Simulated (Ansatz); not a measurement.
# Density of states of SnS₂

```cif
data_structure
_symmetry_space_group_name_H-M 'P-3m1'
_symmetry_Int_Tables_number 164
_cell_length_a 3.7024
_cell_length_b 3.7024
_cell_length_c 6.9252
_cell_angle_alpha 90.000
_cell_angle_beta 90.000
_cell_angle_gamma 120.000
_cell_volume 82.21
loop_
_atom_site_label
_atom_site_type_symbol
_atom_site_symmetry_multiplicity
_atom_site_Wyckoff_symbol
_atom_site_fract_x
_atom_site_fract_y
_atom_site_fract_z
_atom_site_occupancy
Sn1 Sn 1 a 0.00000 0.00000 0.00000 1
S1 S 2 d 0.33333 0.66667 0.21348 1
```

The runs use the primitive cell with vectors (3.702, 0.000, 0.000), (-1.851, 3.206, 0.000), (0.000, 0.000, 6.925) Å, to which the k mesh refers.

Symmetry: P-3m1, No. 164, trigonal system. The conventional cell has a = 3.702 Å, b = 3.702 Å, c = 6.925 Å, α = 90.00°, β = 90.00°, γ = 120.00°. Sn (site symmetry -3m) has 6 S at 2.60 Å as nearest neighbours. S (site symmetry 3m) is surrounded by 3 Sn at 2.60 Å.

The structure comes from a relaxation in the same program, started in the CdI2 type, and has space group P-3m1. Whether it is a known phase or the ground state wasn't checked.

No spin–orbit coupling, which matters for the heavy atoms here.

Level of theory: Ansatz 0.2.0, DFT, PBE, all-electron LAPW, scalar-relativistic.

Numerical set-up: a Γ-centred 12×12×7 k mesh, Fermi–Dirac smearing of 0.05 eV, basis error target 1 meV/atom, no spin polarisation.

**Question.** Which of the resolved shells contributes most in the top eV of the valence band?

**Answer.** S 3p, with 96 % of all states there; Sn 5p follows with 2 %.

**Question.** Tabulate the density of states.

**Answer.** States per eV and cell, averaged over 0.6 eV, from -7.0 to 4.8 eV, with energies (bin centres) from the valence-band top; empty bins are left out. The partial columns, the largest 4 alone, are projections on Löwdin-orthogonalised atomic shells (those that the program's projection atoms carry: the occupied ones and, for some elements, an empty d or f shell; other empty shells have no column), summed over atoms of an element. Weights on diffuse s and p shells depend on that basis and aren't pure angular character.
```csv
E (eV),total,S 3p,Sn 5p,Sn 5s,S 3s
-6.8,0.91,0.34,0.00,0.51,0.06
-6.2,1.02,0.37,0.00,0.51,0.13
-5.6,0.67,0.24,0.00,0.29,0.14
-5.0,0.73,0.29,0.00,0.23,0.20
-4.4,0.09,0.06,0.03,0.00,0.00
-3.8,1.82,1.12,0.59,0.00,0.08
-3.2,1.27,0.84,0.35,0.01,0.06
-2.6,1.92,1.33,0.48,0.02,0.06
-2.0,2.77,2.08,0.54,0.02,0.09
-1.4,1.29,1.03,0.21,0.01,0.02
-0.8,3.16,2.97,0.11,0.01,0.02
-0.2,4.34,4.22,0.03,0.00,0.01
1.6,0.36,0.20,0.00,0.13,0.00
2.2,1.26,0.71,0.03,0.44,0.01
2.8,1.71,0.98,0.04,0.62,0.02
4.0,0.11,0.01,0.07,0.00,0.02
4.6,0.62,0.09,0.37,0.00,0.09
```
